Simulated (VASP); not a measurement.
# PbF2 (Fm-3m) in VASP: notebook

One crystal, PbF2, is run at these levels: PBE; tasks: relaxation of cell and atoms.

Everything below comes from runs of VASP 6.6.1. Logs are shortened: lines on timing, memory, paths and dates and some standing lists are left out, and cuts for length are marked.

### Step 1. The crystal as given

The structure is cubic, space group Fm-3m (No. 225). The conventional cell has a = 5.927 Å, b = 5.927 Å, c = 5.927 Å, α = 90.00°, β = 90.00°, γ = 90.00°. Pb (site symmetry m-3m) is surrounded by 8 F at 2.57 Å. F (site symmetry -43m) is surrounded by 4 Pb at 2.57 Å.

### Step 2. Relaxation of cell and atoms, PBE

File INCAR:

```
SYSTEM = PbF2
PREC = Accurate ; ENCUT = 520
EDIFF = 1E-7 ; ISMEAR = 0
SIGMA = 1.0 ; LREAL = .False.
LASPH = .True. ; NELM = 100
ALGO = Fast ; ISIF = 3
LWAVE = .False. ; LCHARG = .False.
GGA = PE ; IBRION = 2
NSW = 80 ; EDIFFG = -0.002
```

File KPOINTS:

```
regular mesh
0
Gamma
  10 10 10
  0 0 0
```

File POSCAR:

```
PbF2
1.0
    0.0000000000      2.9636600000      2.9636600000
    2.9636600000      0.0000000000      2.9636600000
    2.9636600000      2.9636600000      0.0000000000
Pb F
1 2
Direct
    0.0000000000      0.0000000000      0.0000000000
    0.2500000000      0.2500000000      0.2500000000
    0.7500000000      0.7500000000      0.7500000000
```

Potentials or basis: VASP PAW PBE potentials, release 64 (Pb_d, F).

On the command line:

```bash
$ cat potpaw_PBE.64/Pb_d/POTCAR potpaw_PBE.64/F/POTCAR > POTCAR
$ mpirun -np 1 vasp_std > vasp.out
```

OUTCAR:

```text
SYSTEM = PbF2
   PREC = Accurate
   ENCUT = 520
   EDIFF = 1E-7
   ISMEAR = 0
   LREAL = .False.
   LASPH = .True.
   NELM = 100
   ISIF = 3
   GGA = PE
   IBRION = 2
   NSW = 80
   EDIFFG = -0.002

 ion  position               nearest neighbor table
   1  0.000  0.000  0.000-   3 2.57   3 2.57   3 2.57   2 2.57   2 2.57   2 2.57   3 2.57   2 2.57

   2  0.250  0.250  0.250-   1 2.57   1 2.57   1 2.57   1 2.57
   3  0.750  0.750  0.750-   1 2.57   1 2.57   1 2.57   1 2.57

  LATTYP: Found a face centered cubic cell.
 ALAT       =     5.9273200000

  Lattice vectors:

 A1 = (   0.0000000000,   2.9636600000,   2.9636600000)
 A2 = (   2.9636600000,   0.0000000000,   2.9636600000)
 A3 = (   2.9636600000,   2.9636600000,   0.0000000000)

Analysis of symmetry for initial positions (statically):
=====================================================================
 Subroutine PRICEL returns:
 Original cell was already a primitive cell.

 Routine SETGRP: Setting up the symmetry group for a
 face centered cubic supercell.

 Subroutine GETGRP returns: Found 48 space group operations
 (whereof 48 operations were pure point group operations)
 out of a pool of 48 trial point group operations.

The static configuration has the point symmetry O_h .

Analysis of symmetry for dynamics (positions and initial velocities):
=====================================================================
 Subroutine PRICEL returns:
 Original cell was already a primitive cell.

 Routine SETGRP: Setting up the symmetry group for a
 face centered cubic supercell.

 Subroutine GETGRP returns: Found 48 space group operations
 (whereof 48 operations were pure point group operations)
 out of a pool of 48 trial point group operations.

The dynamic configuration has the point symmetry O_h .

 Subroutine INISYM returns: Found 48 space group operations
 (whereof 48 operations are pure point group operations),
 and found     1 'primitive' translations

----------------------------------------------------------------------------------------

                                     Primitive cell

  volume of cell :      52.0613

  direct lattice vectors                    reciprocal lattice vectors
     0.000000000  2.963660000  2.963660000    -0.168710311  0.168710311  0.168710311
     2.963660000  0.000000000  2.963660000     0.168710311 -0.168710311  0.168710311
     2.963660000  2.963660000  0.000000000     0.168710311  0.168710311 -0.168710311

  length of vectors
     4.191248166  4.191248166  4.191248166     0.292214830  0.292214830  0.292214830

  position of ions in fractional coordinates (direct lattice)
     0.000000000  0.000000000  0.000000000
     0.250000000  0.250000000  0.250000000
     0.750000000  0.750000000  0.750000000

  ion indices of the primitive-cell ions
   primitive index   ion index
                 1           1
                 2           2
                 3           3

----------------------------------------------------------------------------------------

 KPOINTS: regular mesh

Automatic generation of k-mesh.
 Grid dimensions read from file:
 generate k-points for:   10   10   10

 Generating k-lattice:

  Cartesian coordinates                     Fractional coordinates (reciprocal lattice)
    -0.016871031  0.016871031  0.016871031     0.100000000  0.000000000  0.000000000
     0.016871031 -0.016871031  0.016871031     0.000000000  0.100000000  0.000000000
     0.016871031  0.016871031 -0.016871031     0.000000000  0.000000000  0.100000000

  Length of vectors
     0.029221483  0.029221483  0.029221483

  Shift w.r.t. Gamma in fractional coordinates (k-lattice)
     0.000000000  0.000000000  0.000000000

 Subroutine IBZKPT returns following result:
 ===========================================

 Found     47 irreducible k-points:

 Following reciprocal coordinates:
            Coordinates               Weight
  0.000000  0.000000  0.000000      1.000000
  0.100000  0.000000  0.000000      8.000000
  0.200000  0.000000  0.000000      8.000000
  0.300000  0.000000  0.000000      8.000000
  0.400000  0.000000  0.000000      8.000000
  0.500000  0.000000  0.000000      4.000000
[... 16 lines left out ...]
  0.300000  0.300000  0.000000      6.000000
  0.400000  0.300000  0.000000     24.000000
 [... further k-points ...]
   k-points           NKPTS =     47   k-points in BZ     NKDIM =     47   number of bands    NBANDS=     18
   number of dos      NEDOS =    301   number of ions     NIONS =      3
   total plane-waves  NPLWV =  32768
   dimension x,y,z NGX =    32 NGY =   32 NGZ =   32
   dimension x,y,z NGXF=    64 NGYF=   64 NGZF=   64
   ions per type =               1   2
   NGX,Y,Z   is equivalent  to a cutoff of  12.69, 12.69, 12.69 a.u.
   NGXF,Y,Z  is equivalent  to a cutoff of  25.39, 25.39, 25.39 a.u.
 SYSTEM =  PbF2
   PREC   = accura    normal or accurate (medium, high low for compatibility)
   ISTART =      0    job   : 0-new  1-cont  2-samecut
   ICHARG =      2    charge: 1-file 2-atom 10-const
   ISPIN  =      1    spin polarized calculation?
   LNONCOLLINEAR =      F non collinear calculations
   LSORBIT =      F    spin-orbit coupling
   LASPH  =      T    aspherical Exc in radial PAW
   ENCUT  =  520.0 eV  38.22 Ry    6.18 a.u.   7.79  7.79  7.79*2*pi/ulx,y,z
   NELM   =    100;   NELMIN=  2; NELMDL= -5     # of ELM steps
   EDIFF  = 0.1E-06   stopping-criterion for ELM
   LREAL  =      F    real-space projection
   EDIFFG = -.2E-02   stopping-criterion for IOM
   NSW    =     80    number of steps for IOM
   IBRION =      2    ionic relax: 0-MD 1-quasi-New 2-CG
   NFREE  =      1    steps in history (QN), initial steepest desc. (CG)
   ISIF   =      3    stress and relaxation
   ISYM   =      2    0-nonsym 1-usesym 2-fastsym
   POTIM  = 0.5000    time-step for ionic-motion
   TEBEG  =    0.0;   TEEND  =   0.0 temperature during run
   PSTRESS=    0.0 pullay stress
   NELECT =      28.0000    total number of electrons
   NUPDOWN=      -1.0000    fix difference up-down
   EMIN   =  10.00;   EMAX   =-10.00  energy-range for DOS
   EFERMI =   0.00;   METHOD = LEGACY
   ISMEAR =     0;   SIGMA  =   1.00  broadening in eV -4-tet -1-fermi 0-gaus
   EFERMI_NEDOS =   21; number of points for ismear=-14 and -15
   IALGO  =     68    algorithm
   IMIX   =      4    mixing-type and parameters
     AMIX     =   0.40;   BMIX     =  1.00
     AMIX_MAG =   1.60;   BMIX_MAG =  1.00
  volume/ion in A,a.u.               =      17.35       117.11
  Fermi-wavevector in a.u.,A,eV,Ry     =   1.331340  2.515869 24.115883  1.772467
  Thomas-Fermi vector in A             =   2.460359
   LORBIT       =      0    0 simple, 1 ext, 2 COOP (PROOUT), +10 PAW based schemes
   GGA     = PE    functional components
   LHFCALC =     F    Hartree Fock is set to
   AEXX    =    0.0000 exact exchange contribution
   IVDW    =     0    specifies the selected vdW correction
   LEPSILON=     F    determine dielectric tensor
   LRPA    =     F    only Hartree local field effects (RPA)
 conjugate gradient relaxation of ions
 non-spin polarized calculation
 RMM-DIIS sequential band-by-band and
 Gauss-broadening in eV      SIGMA  =   1.00
  energy-cutoff  :      520.00
  volume of cell :       52.06
 maximum number of plane-waves:      1422
   NGX = 15   NGY = 15   NGZ = 15

--------------------------------------- Ionic step        1  -------------------------------------------

 number of electron      28.0000005 magnetization

 Free energy of the ion-electron system (eV)
  ---------------------------------------------------
  ext. energy  EPLUGINS =         0.00000000
  ---------------------------------------------------
  free energy    TOTEN  =       -14.33408048 eV

  energy without entropy =      -14.33285624  energy(sigma->0) =      -14.33346836

------------------------ aborting loop because EDIFF is reached ----------------------------------------

  FORCE on cell =-STRESS in cart. coord.  units (eV):
  Direction    XX          YY          ZZ          XY          YZ          ZX
  --------------------------------------------------------------------------------------
  -------------------------------------------------------------------------------------
  Total        0.8040479      0.8040479      0.8040479      0.0000000     -0.0000000      0.0000000
  in kB       24.7444258     24.7444258     24.7444258      0.0000000     -0.0000000      0.0000000
  external PRESSURE =      24.7444258 kB  Pullay stress =       0.0000000 kB

 VOLUME and BASIS-vectors are now :
 -----------------------------------------------------------------------------
  energy-cutoff  :      520.00
  volume of cell :       52.06
      direct lattice vectors                 reciprocal lattice vectors
     0.000000000  2.963660000  2.963660000    -0.168710311  0.168710311  0.168710311
     2.963660000  0.000000000  2.963660000     0.168710311 -0.168710311  0.168710311
     2.963660000  2.963660000  0.000000000     0.168710311  0.168710311 -0.168710311
[... 38 lines left out ...]
 POSITION                                       TOTAL-FORCE (eV/Angst)
 -----------------------------------------------------------------------------------
      6.00396      6.00396      6.00396        -0.000000      0.000000     -0.000000
      1.50099      1.50099      1.50099         0.000000      0.000000      0.000000
      4.50297      4.50297      4.50297         0.000000     -0.000000     -0.000000
 -----------------------------------------------------------------------------------
    total drift:                               -0.000000      0.000000      0.000000

  FREE ENERGIE OF THE ION-ELECTRON SYSTEM (eV)
  ---------------------------------------------------
  free  energy   TOTEN  =       -14.3467583225 eV

  energy  without entropy=      -14.3454770891  energy(sigma->0) =      -14.34611771

--------------------------------------- Ionic step        3  -------------------------------------------

 number of electron      28.0000029 magnetization

 Free energy of the ion-electron system (eV)
  ---------------------------------------------------
  ext. energy  EPLUGINS =         0.00000000
  ---------------------------------------------------
  free energy    TOTEN  =       -14.34714776 eV

  energy without entropy =      -14.34587732  energy(sigma->0) =      -14.34651254

 E-fermi :   3.9396     XC(G=0):  -9.2434

 val. band max:        1.4845650324   @ k =  -0.3000   0.4000   0.2000
 cond. band min:       5.9109091543   @ k =   0.5000   0.5000   0.0000
 fundamental gap:      4.4263441219
 Fermi energy:         3.9396063099

 k-point     1 :       0.0000    0.0000    0.0000
  band No.  band energies     occupation
      1     -19.3433      2.00000
      2     -18.7777      2.00000
      3     -12.9123      2.00000
      4     -12.9123      2.00000
      5     -12.9123      2.00000
      6     -12.8688      2.00000
[... 10 lines left out ...]
     17       8.2305      0.00000
     18      12.0462      0.00000
[... 463 lines left out ...]
 k-point    24 :       0.4000    0.3000    0.0000
  band No.  band energies     occupation
      1     -19.1367      2.00000
      2     -18.9539      2.00000
      3     -12.8913      2.00000
      4     -12.8609      2.00000
      5     -12.8474      2.00000
      6     -12.8461      2.00000
[... 10 lines left out ...]
     17       9.0963      0.00000
     18      11.5673      0.00000

 [... further k-points ...]

------------------------ aborting loop because EDIFF is reached ----------------------------------------

  FORCE on cell =-STRESS in cart. coord.  units (eV):
  Direction    XX          YY          ZZ          XY          YZ          ZX
  --------------------------------------------------------------------------------------
  -------------------------------------------------------------------------------------
  Total        0.0005639      0.0005639      0.0005639      0.0000000      0.0000000     -0.0000000
  in kB        0.0167921      0.0167921      0.0167921      0.0000000      0.0000000     -0.0000000
  external PRESSURE =       0.0167921 kB  Pullay stress =       0.0000000 kB

 VOLUME and BASIS-vectors are now :
 -----------------------------------------------------------------------------
  energy-cutoff  :      520.00
  volume of cell :       53.80
      direct lattice vectors                 reciprocal lattice vectors
     0.000000000  2.996321476  2.996321476    -0.166871280  0.166871280  0.166871280
     2.996321476 -0.000000000  2.996321476     0.166871280 -0.166871280  0.166871280
     2.996321476  2.996321476  0.000000000     0.166871280  0.166871280 -0.166871280

 POSITION                                       TOTAL-FORCE (eV/Angst)
 -----------------------------------------------------------------------------------
      0.00000      0.00000      0.00000         0.000000      0.000000      0.000000
      1.49816      1.49816      1.49816        -0.000000     -0.000000     -0.000000
      4.49448      4.49448      4.49448         0.000000      0.000000      0.000000
 -----------------------------------------------------------------------------------
    total drift:                                0.000000     -0.000000      0.000000

  FREE ENERGIE OF THE ION-ELECTRON SYSTEM (eV)
  ---------------------------------------------------
  free  energy   TOTEN  =       -14.3471477553 eV

  energy  without entropy=      -14.3458773177  energy(sigma->0) =      -14.34651254

 reached required accuracy - stopping structural energy minimisation
```

It took 50 s on 1 thread of Intel Xeon 6975P-C (Granite Rapids), shared host; peak memory 0.2 GiB.

What came out:

| Item | Value |
| --- | --- |
| Free energy | -14.3471 eV |
| Relaxed volume | 17.93 Å³/atom |
| Relaxed cell | a = 4.237 Å, b = 4.237 Å, c = 4.237 Å, α = 60.00°, β = 60.00°, γ = 60.00° |
| Space group after relaxing (to 0.05 Å) | Fm-3m (No. 225) |
| Energy gained by relaxing | 4.4 meV/atom |
| Ionic steps | 3 |
| Pressure after relaxing | 0.0 GPa |
| Band gap on the k mesh | 4.43 eV, indirect (least direct gap 4.56 eV) |

Step by step:
```
step  energy change (eV)  largest force (eV/Å)  pressure (GPa)  volume (Å³)
   1              0.0000                0.0000            2.47        52.06
   2             -0.0127                0.0000           -0.39        54.11
   3             -0.0131                0.0000            0.00        53.80
```

Final structure:
```yaml
crystal:
  lattice:
    - [0.00000, 2.99632, 2.99632]
    - [2.99632, 0.00000, 2.99632]
    - [2.99632, 2.99632, 0.00000]
  atoms:
    - { symbol: Pb, position: [0.00000, 0.00000, 0.00000] }
    - { symbol: F, position: [0.25000, 0.25000, 0.25000] }
    - { symbol: F, position: [0.75000, 0.75000, 0.75000] }
```

Caveat: spin-orbit coupling is left out, which as a rule narrows the gap of such compounds by several tenths of an eV.

[end of part 1 of 2]
